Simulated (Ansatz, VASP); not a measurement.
# CaO: VASP beside Ansatz

Contents of INCAR:

```
ALGO = Normal ; EDIFF = 1E-6
ENCUT = 520 ; GGA = PE
ISIF = 2 ; ISMEAR = 0
LASPH = T ; LCHARG = F
LREAL = F ; LWAVE = F
NBANDS = 15 ; NELM = 80
PREC = Accurate ; SIGMA = 0.02
```

The input KPOINTS:

```
k-points
0
Gamma
  8 8 8
```

Contents of POSCAR:

```
CaO
1.0
    0.0000000000      2.3408630728      2.3408630728
    2.3408630728      0.0000000000      2.3408630728
    2.3408630728      2.3408630728      0.0000000000
Ca O
1 1
Direct
    0.0000000000      0.0000000000      0.0000000000
    0.5000000000      0.5000000000      0.5000000000
```

Input for Ansatz:

```yaml
crystal:
  lattice:
    - [0.0, 2.3408630728, 2.3408630728]
    - [2.3408630728, 0.0, 2.3408630728]
    - [2.3408630728, 2.3408630728, 0.0]
  atoms:
    - { symbol: Ca, position: [0.0, 0.0, 0.0] }
    - { symbol: O, position: [0.5, 0.5, 0.5] }
basis:
  ecutwfc: 420
kpoints:
  mp_grid: { grid: [8, 8, 8] }
hamiltonian:
  xc: pbe
scf:
  occupations: { method: gaussian, width: 0.02 }
output:
  forces: true
  stress: true
  eigenvalues: true
```

Alike in both runs: task single point; functional PBE; k mesh 8 × 8 × 8; occupations gaussian, width 0.02 eV; no spin polarisation.

```csv
,VASP,Ansatz
version,VASP 6.6.1,Ansatz 0.2.0
potentials or method,"VASP PAW PBE potentials, release 64 (Ca_sv, O)","scalar-relativistic, plane waves, PAW"
plane-wave cutoff (eV),520,420
valence electrons in the cell,16,16
```

|  | VASP | Ansatz | Ansatz less VASP |
| --- | --- | --- | --- |
| gap on the k mesh at the Fermi level (eV) | 3.60 | 3.62 | +0.024 |
| least direct gap on the mesh (eV) | 3.95 | 3.97 | +0.022 |
| pressure (GPa) | 13.0 | 12.2 | -0.85 |

A k mesh can miss the band edges. PBE gaps usually lie below the measured ones, often by a third to a half.
